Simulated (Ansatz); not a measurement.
# C (Fd-3m): phonon calculation by linear response in Python

What are the phonon frequencies of C (Fd-3m)? Wanted for C (Fd-3m): a phonon calculation by linear response.

Program: the Python package of Ansatz 0.2.0. Level of theory: DFT PBEsol, plane waves, PAW. These are calculated values, not measurements.

It takes space group Fd-3m (No. 227, cubic). The conventional cell has a = 3.567 Å, b = 3.567 Å, c = 3.567 Å, α = 90.00°, β = 90.00°, γ = 90.00°. C (site symmetry -43m) is surrounded by 4 C at 1.54 Å.

c.extxyz, read by the script:

```xyz
2
Lattice="0.0 1.78337 1.78337 1.78337 0.0 1.78337 1.78337 1.78337 0.0" Properties=species:S:1:pos:R:3 pbc="T T T"
C     0.00000000    0.00000000    0.00000000
C     0.89168500    0.89168500    0.89168500
```

| quantity | value |
| --- | --- |
| free energy | -493.3331 eV (-246.6666 eV/atom) |
| gap on the mesh | 4.01 eV |
| highest frequency | 1292 cm⁻¹ |
| imaginary modes at these points | none |

**Reading.** All modes computed here are real. The highest lies at 1292 cm⁻¹ (38.7 THz). On the mesh the gap is 4.01 eV; the true edges may lie between its points. Against the measured gap of C, 5.5 eV (quoted in “Fermi level pinning by defects can explain the large reported carbon 1s binding energy variations in diamond”, 2019, arxiv:1902.02958), the calculated 4.01 eV is off by -27.1 %. 2 values of this kind are on record in papers (5.47 to 5.5 eV); this one was drawn at random among those near their median. Semilocal functionals underestimate gaps, which is the main cause of such a shortfall; excitons and temperature, left out, lower measured gaps and so can't explain it. The cell isn't relaxed first, so the values belong to this volume. The structure is taken as given; imaginary modes can come from an unrelaxed or unstable start.

Q: Write a script for Ansatz's Python package that leads to these results.

The script that was run; other settings give nearby values:

c_dfpt.py reads:

```python
"""Zone-centre and zone-boundary phonons of C by linear response."""

from pathlib import Path
import warnings

import ansatz as az
import numpy as np

FILLING = "Fermi-Dirac"
CUTOFF = 420
KMESH = (8, 8, 8)


def main() -> None:
    warnings.simplefilter("ignore", az.DeckWarning)

    cell = az.Crystal.from_extxyz("c.extxyz")

    setup = (
        cell.calculation()
        .occupations(FILLING)
        .basis(CUTOFF)
        .functional(az.Functional.PBESOL)
        .kpoints(*KMESH)
        .phonons("dfpt", points=[(0, 0, 0), (0, 0, 0.5)])
    )
    done = setup.run(runs_dir="runs")
    ph = done.phonons

    for q in ph.qpoints:
        thz = np.asarray(q.omega_inv_cm) / 33.35641
        print("q = ({:.2f}, {:.2f}, {:.2f})".format(*q.q_frac), np.round(thz, 2) + 0.0, "THz")


if __name__ == "__main__":
    main()
```

Command:

```bash
$ python c_dfpt.py
```
